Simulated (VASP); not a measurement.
## P: single point with PBE+D3(BJ)

The system is P.

```
CELL_PARAMETERS angstrom
1.71329 0.98917 2.91156
-1.71329 0.98917 2.91156
0.00000 -1.97834 2.91156
ATOMIC_POSITIONS crystal
P 0.23402 0.23402 0.23402
P 0.76598 0.76598 0.76598
```

This isn't the form of P at room conditions, which is orthorhombic.

```
Program             : VASP 6.6.1
Task                : single point
Functional          : PBE
Dispersion          : D3(BJ)
Potentials or basis : VASP PAW PBE potentials, release 64 (P)
Cutoff              : 520 eV
k mesh              : 15 × 15 × 15
Occupations         : gaussian, width 0.1 eV
Spin                : no spin polarisation
```

```json
{"Pressure": "-0.3 GPa", "Largest force": "0.048 eV/Å", "Band gap on the k mesh": "none (metal or under the smearing width)", "Dispersion energy per atom": "-0.478 eV"}
```

Forces in eV/Å, atoms in the order of the input:
```
P    0.000  0.000 -0.048
P    0.000  0.000  0.048
```

Stress tensor (GPa, compression positive):
```
-0.37  0.00  0.00
 0.00 -0.37  0.00
 0.00  0.00 -0.22
```

Levels at points of the mesh, in eV from the Fermi level:
```
           k point  band 1  band 2  band 3  band 4  band 5  band 6  band 7  band 8  band 9  band 10
(0.00, 0.00, 0.00)  -16.92   -2.75   -2.73   -2.73   -2.32    2.34    3.38    3.38    5.48     5.48
```

Run time: 91 s on 1 thread of AMD EPYC 7R13 Processor (Zen 3) (shared host), peak memory 0.2 GiB.

Caveat: pairwise dispersion overbinds metals, which lowers pressure and volume.
